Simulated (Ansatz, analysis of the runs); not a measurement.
# A homologous series of junctions, from (C≡C)1 chain with nitrile ends, between Au (111) faces with adatoms, part 5 of 5

Aim: the decay constant of the conductance with molecular length.

Ansatz 0.2.0; DFT PBE, plane waves, PAW; relaxation of a junction, electrodes held but for their tips (the session's first sound run).

So far, conductance of the junction (G₀): step 3 (the open system, 53 atoms, molecule oligoyne 1, nitrile …) 0.0356; step 6 (55 atoms, molecule oligoyne 2, nitrile ends, units 2) 0.0170; step 9 (57 atoms, molecule oligoyne 3, nitrile ends, units 3) 0.00696.

## (12) Transmission, 59 atoms, molecule oligoyne 4, nitrile ends, units 4

This step: DFT PBE, plane waves, PAW; transmission of a junction between electrodes (Ansatz 0.2.0).

The transmission is computed for this geometry in the same way.

input.yaml

```yaml
crystal:
  lattice:
    - [8.8246926292, 0.0, 0.0]
    - [4.4123463146, 7.6424079975, 0.0]
    - [0.0, 0.0, 33.3239481276]
  atoms:
    - { symbol: Au, position: [0.8333333335, 0.833333333, 0.0] }
    - { symbol: Au, position: [0.833333333, 0.166666667, 0.0] }
    - { symbol: Au, position: [0.833333333, 0.5, 0.0] }
    - { symbol: Au, position: [0.166666667, 0.833333333, 0.0] }
    - { symbol: Au, position: [0.1666666665, 0.166666667, 0.0] }
    - { symbol: Au, position: [0.166666667, 0.5, 0.0] }
    - { symbol: Au, position: [0.5, 0.833333333, 0.0] }
    - { symbol: Au, position: [0.5, 0.166666667, 0.0] }
    - { symbol: Au, position: [0.5, 0.5, 0.0] }
    - { symbol: Au, position: [0.9444444445, 0.944444444, 0.072073606] }
    - { symbol: Au, position: [0.944444444, 0.277777778, 0.072073606] }
    - { symbol: Au, position: [0.9444444445, 0.611111111, 0.072073606] }
    - { symbol: Au, position: [0.277777778, 0.944444444, 0.072073606] }
    - { symbol: Au, position: [0.277777778, 0.277777778, 0.072073606] }
    - { symbol: Au, position: [0.277777778, 0.611111111, 0.072073606] }
    - { symbol: Au, position: [0.6111111115, 0.944444444, 0.072073606] }
    - { symbol: Au, position: [0.611111111, 0.277777778, 0.072073606] }
    - { symbol: Au, position: [0.611111111, 0.611111111, 0.072073606] }
    - { symbol: Au, position: [0.0555555555, 0.055555556, 0.144147213] }
    - { symbol: Au, position: [0.0555555555, 0.388888889, 0.144147213] }
    - { symbol: Au, position: [0.055555556, 0.722222222, 0.144147213] }
    - { symbol: Au, position: [0.3888888885, 0.055555556, 0.144147213] }
    - { symbol: Au, position: [0.388888889, 0.388888889, 0.144147213] }
    - { symbol: Au, position: [0.388888889, 0.722222222, 0.144147213] }
    - { symbol: Au, position: [0.722222222, 0.055555556, 0.144147213] }
    - { symbol: Au, position: [0.722222222, 0.388888889, 0.144147213] }
    - { symbol: Au, position: [0.722222222, 0.722222222, 0.144147213] }
    - { symbol: Au, position: [0.5000890914, 0.5000087996, 0.2114829755] }
    - { symbol: "N", position: [0.5000756209, 0.4999975596, 0.2884795813] }
    - { symbol: C, position: [0.4999448519, 0.4999064059, 0.3239719878] }
    - { symbol: C, position: [0.499461531, 0.4998801908, 0.3646610199] }
    - { symbol: C, position: [0.4993983746, 0.499849444, 0.4022019479] }
    - { symbol: C, position: [0.4989596112, 0.4999188857, 0.4422444648] }
    - { symbol: C, position: [0.4989018872, 0.4999506097, 0.4800407409] }
    - { symbol: C, position: [0.4988524969, 0.5000493903, 0.5199592591] }
    - { symbol: C, position: [0.4988784969, 0.5000811143, 0.5577555352] }
    - { symbol: C, position: [0.4992478186, 0.500150556, 0.5977980521] }
    - { symbol: C, position: [0.4993417218, 0.5001198092, 0.6353389801] }
    - { symbol: C, position: [0.4998512578, 0.5000935941, 0.6760280122] }
    - { symbol: "N", position: [0.5000731805, 0.5000024404, 0.7115204187] }
    - { symbol: Au, position: [0.5000978909, 0.4999912004, 0.7885170245] }
    - { symbol: Au, position: [0.277777778, 0.277777778, 0.855852787] }
    - { symbol: Au, position: [0.277777778, 0.611111111, 0.855852787] }
    - { symbol: Au, position: [0.277777778, 0.944444444, 0.855852787] }
    - { symbol: Au, position: [0.611111111, 0.277777778, 0.855852787] }
    - { symbol: Au, position: [0.611111111, 0.611111111, 0.855852787] }
    - { symbol: Au, position: [0.6111111115, 0.944444444, 0.855852787] }
    - { symbol: Au, position: [0.944444444, 0.277777778, 0.855852787] }
    - { symbol: Au, position: [0.9444444445, 0.611111111, 0.855852787] }
    - { symbol: Au, position: [0.9444444445, 0.944444444, 0.855852787] }
    - { symbol: Au, position: [0.388888889, 0.388888889, 0.927926394] }
    - { symbol: Au, position: [0.388888889, 0.722222222, 0.927926394] }
    - { symbol: Au, position: [0.3888888885, 0.055555556, 0.927926394] }
    - { symbol: Au, position: [0.722222222, 0.388888889, 0.927926394] }
    - { symbol: Au, position: [0.722222222, 0.722222222, 0.927926394] }
    - { symbol: Au, position: [0.722222222, 0.055555556, 0.927926394] }
    - { symbol: Au, position: [0.0555555555, 0.388888889, 0.927926394] }
    - { symbol: Au, position: [0.055555556, 0.722222222, 0.927926394] }
    - { symbol: Au, position: [0.0555555555, 0.055555556, 0.927926394] }
kpoints:
  mp_grid: { grid: [4, 4, 1] }
scf:
  occupations: { method: fermi_dirac, width: 0.1 }
hamiltonian:
  xc: pbe
output:
  transmission: { leads: [[50, 8]], e_range: [-0.7, 0.7], de: 0.035, kmesh: [4, 4] }
  dos: { projected: true, e_range: [-5, 4] }
  write_potential: true
  write_density: true
  volumetric_format: npy
```

Launch:

```
ansatz run input.yaml --threads 16 --pin off --max-ram 61440MiB --backend cuda --events-out ev --progress --plain --runs-dir out --max-vram 78GiB
```

Numbers of over 12 decimals in the logs are rounded to 6 here.

Output:

```text
[...]
Crystal: 59 atoms, lattice volume = 2247.430 Å³
Basis set: ecut = 420 eV, 43893 PW (Γ)
Bands: 566, of which v1, the nominal top of the filled ones, is band 472 counted from 1 (471 counted from 0)
Symmetry: 2 space group operations
[...]
k-points: 7 of 16 (time reversal used)
[...]
transmission: 480 of 480 steps passed
[...]
SCF converged after 11 iterations
[...]
--- Transmission ---
  basis      : 595 plane waves across, 48 finite elements along
  points     : 10, standing for a mesh of 4 x 4
  on the GPU : 10 of these points
[...]
filled         : 47.4 meV under the level at which it is neutral
    channels       : 7.687500e0 a spin
[...]
junction   : crystal 0 to crystal 0, 0.50 to 31.43 Å
    transmission   : 1.837452e-3 a spin
[...]
resistance     : 3.2143e0 Ω µm² beyond half of each lead's own
```

Wall time 4.2 min (1 × NVIDIA GB200 with 16 threads of Arm Neoverse V2, shared host); peak memory 14 GiB; 32 min of CPU time.

The conductance is 0.00271 G₀; the transmission at the nearest energy alone would give 0.00184 G₀, so T(E) varies within the thermal window. The conductance is 0.39 times that of the last run that gave one. The lead's Hamiltonian steps by 32.6 meV, which the program calls too much for a lead. The largest term of the program's error estimate is 148 %, from the distance to neutral.

## (13) Side by side

Times are for 1 × NVIDIA GB200 with 16 threads of Arm Neoverse V2, shared host. The series side by side:

```tsv
no.	molecule	units	transmission at the energy nearest the Fermi level, one spin	step of the lead's Hamiltonian (meV)	conductance of the junction (S/m²)	conductance of the junction (G₀)	added resistance times area (Ω um²)	time	memory (GiB)
1	oligoyne 1, nitrile ends	1	0.02916	34	4.09e12	0.03559	0.2434	85 s	9.5
2	oligoyne 2, nitrile ends	2	0.01292	32.4	1.95e12	0.01697	0.5118	1.7 min	9.6
3	oligoyne 3, nitrile ends	3	0.004978	32.7	7.99e11	0.006955	1.250	98 s	9.7
4	oligoyne 4, nitrile ends	4	0.001837	32.6	3.11e11	0.002707	3.214	4.2 min	14
```

The runs together. Table of transmission by energy, zero at the Fermi level:

```tsv
energy (eV)	oligoyne 1, nitrile ends, 1	oligoyne 2, nitrile ends, 2	oligoyne 3, nitrile ends, 3	oligoyne 4, nitrile ends, 4
-0.700	0.00228	8.6e-4	3.5e-4	1.4e-4
-0.595	0.00274	0.00101	4.0e-4	1.5e-4
-0.490	0.00342	0.00125	4.8e-4	1.7e-4
-0.385	0.00463	0.00170	6.4e-4	2.3e-4
-0.315	0.00597	0.00220	8.3e-4	2.7e-4
-0.210	0.00938	0.00355	0.00133	4.6e-4
-0.105	0.0159	0.00632	0.00238	8.3e-4
0.000	0.0292	0.0129	0.00498	0.00184
0.105	0.0882	0.0490	0.0201	0.00778
0.210	0.637	1.19	1.15	0.940
0.280	1.65	0.279	0.0906	0.0302
0.315	0.697	0.11	0.0371	0.0128
0.385	0.165	0.0354	0.0127	0.00463
0.490	0.0533	0.0142	0.00540	0.00206
0.595	0.0272	0.00809	0.00323	0.00129
0.700	0.0180	0.00578	0.00243	0.00103
```

## (14) Landauer integrals, 59 atoms

This step: Landauer integrals over the computed T(E), interpolated linearly between its energies (analysis of the runs above).

The thermopower is -196 μV/K. The Lorenz ratio is 3.15, where the Wiedemann-Franz law gives 1. These values rest on a semilocal level alignment and on the mesh across the current. Moving the level by up to 0.1 eV either way gives -280 to -106 μV/K.

## (15) Fit

This step: exponential fit of the conductance against length (analysis of the runs above).

A straight line through the logarithm tests for exponential decay.

The conductance at 300 K, interpolated from T(E) by repeat units:

```tsv
repeat units (unit)	conductance at 300 K, interpolated from T(E) (G₀)
1.00	0.0345
2.00	0.0167
3.00	0.00691
4.00	0.00280
```

Least-squares line through the logarithm of the conductance at 300 K, interpolated from T(E) (ln values against repeat units). The fit:

```tsv
slope	intercept	r.m.s. residual	points
-0.8416	-2.474	0.04638	4
```

By hand, from the ends of the series: β = ln(0.0345 / 0.00280) / (4 − 1) = 0.84 a unit.

## (16) Fit against distance

The same fit against the distance of the apex atoms as built gives a decay per Å, which compares across series.

Table of conductance at 300 K, interpolated from T(E) by distance of the apex atoms as built:

```tsv
distance of the apex atoms as built (Å)	conductance at 300 K, interpolated from T(E) (G₀)
11.03	0.0345
13.77	0.0167
16.51	0.00691
19.25	0.00280
```

Least-squares line through the logarithm of the conductance at 300 K, interpolated from T(E) (ln values against distance of the apex atoms as built). The fit:

```tsv
slope	intercept	r.m.s. residual	points
-0.3071	0.07083	0.04673	4
```

The line has a slope of -0.307 per Å in ln G, and the 4 points scatter about it by 0.047.

## (17) The trend of the thermopower

This step: linear fit of the thermopower against length (analysis of the runs above).

In tunnelling off resonance the thermopower changes about linearly with length; a straight line tests that.

Thermopower at 300 K against repeat units:

```tsv
repeat units (unit)	thermopower at 300 K (μV/K)
1.00	-76.9
2.00	-115
3.00	-148
4.00	-196
```

Least-squares line through the thermopower at 300 K (values against repeat units). The fit:

```tsv
slope	intercept	r.m.s. residual	points
-39.14	-36.08	3.622	4
```

The line has a slope of -39.1 μV/K a repeat unit, and the 4 points scatter about it by 3.6 μV/K.

## (18) Outcome

```yaml
conductance_c_c_1_chain_with_nitrile_ends: 0.0356 G₀ (one error term of 64 %, so a rough value at best)
thermopower_c_c_1_chain_with_nitrile_ends: -76.9 μV/K (rough, as the conductance is)
conductance_c_c_2_chain_with_nitrile_ends: 0.0170 G₀ (one error term of 306509 %, so a rough value at best)
thermopower_c_c_2_chain_with_nitrile_ends: -115 μV/K (rough, as the conductance is)
conductance_c_c_3_chain_with_nitrile_ends: 0.00696 G₀ (one error term of 527 %, so a rough value at best)
thermopower_c_c_3_chain_with_nitrile_ends: -148 μV/K (rough, as the conductance is)
conductance_c_c_4_chain_with_nitrile_ends: 0.00271 G₀ (one error term of 148 %, so a rough value at best)
thermopower_c_c_4_chain_with_nitrile_ends: -196 μV/K (rough, as the conductance is)
decay_constant_a_repeat_unit: 0.84
decay_constant_a_length: 0.307 per Å
```

What this shows: The fitted decay constant is 0.84 a repeat unit, or 0.31 per Å. The conductance falls off about exponentially with length, as tunnelling does. A plain interpolation of the computed T(E) gives 0.0345 G₀ for that run; the program's 0.0356 G₀ comes from its own average, which also places band edges between the computed energies. A plain interpolation of the computed T(E) gives 0.00280 G₀ for that run; the program's 0.00271 G₀ comes from its own average, which also places band edges between the computed energies. Semilocal functionals put a molecule's frontier levels too near the Fermi level, so conductances off resonance usually come out too high. The mesh of 4 × 4 points across the current is coarse: where the lead's channel count steps, T(E) can show bumps that belong to the mesh. Transport is coherent and elastic here: the atoms are frozen, so scattering by vibrations plays no part. The free region is short: held atoms still bear up to 0.5 eV/Å after a relaxation. Spin-orbit coupling is left out, which matters for the bands of heavy atoms. In 4 runs the program finds the step of the lead's Hamiltonian too large, so longer leads may change the transmission. One term of the program's error estimate for a conductance, of a junction or of the perfect wire, exceeds 1000 % in this session. A cell with an odd number of electrons ran without spin; a level of the scatterer near the Fermi level could split if spin were allowed.

[Logs are printed without paths, hosts, clocks, repeated set-up lines and the standing remarks that a program may print on its own settings, such as how far it seeks lower states.]

[Hosts, paths, dates, database ids (printed as entryN), source tags and the programs' standing remarks are cut or masked in the printed files.]
